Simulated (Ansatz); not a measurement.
**Pb: elastic constants with LDA**

Crystal: Pb.

```
Pb
1.0
     0.00000    2.47502    2.47502
     2.47502    0.00000    2.47502
     2.47502    2.47502    0.00000
Pb
1
Direct
  0.00000 0.00000 0.00000
```

| Property | Result |
| --- | --- |
| Program | Ansatz 0.2.0 |
| Task | elastic constants |
| Functional | LDA |
| Potentials or basis | all-electron LAPW, scalar-relativistic |
| Cutoff | 167 eV (chosen from the basis error) |
| Basis error allowed | 0.001 eV/atom |
| k mesh | 7 × 7 × 7 |
| Occupations | fermi-dirac, width 0.05 eV |
| Spin | no spin polarisation |

```json
{
  "Pressure": "-1.5 GPa",
  "Band gap on the k mesh": "none (metal or under the smearing width)",
  "Elastic constants C11, C12, C44": "51, 41, 27 GPa",
  "Voigt bulk modulus": "45 GPa"
}
```

Levels at points of the mesh, in eV from the Fermi level:
```
           k point  band 15  band 16  band 17  band 18  band 19  band 20  band 21  band 22
(0.00, 0.00, 0.00)   -16.73   -16.73   -11.70     7.42     7.42     7.42     9.93    11.50
```

Elastic tensor in Voigt notation (GPa, in the Cartesian axes of the cell as first typed):
```
51 41 41  0  0  0
41 51 41  0  0  0
41 41 51  0  0  0
 0  0  0 27  0  0
 0  0  0  0 27  0
 0  0  0  0  0 27
```

Wall time 15 s on 1 thread of Intel(R) Xeon(R) Platinum 8488C (Sapphire Rapids), on a shared host, peak memory 0.38 GiB.

Caveat: the k mesh is thin for a metal, which can move the energy by tens of meV per atom; a metal's response needs a denser mesh; elastic constants of metals need much finer meshes, so these are rough. Spin-orbit coupling is left out, which matters for the levels of Pb.
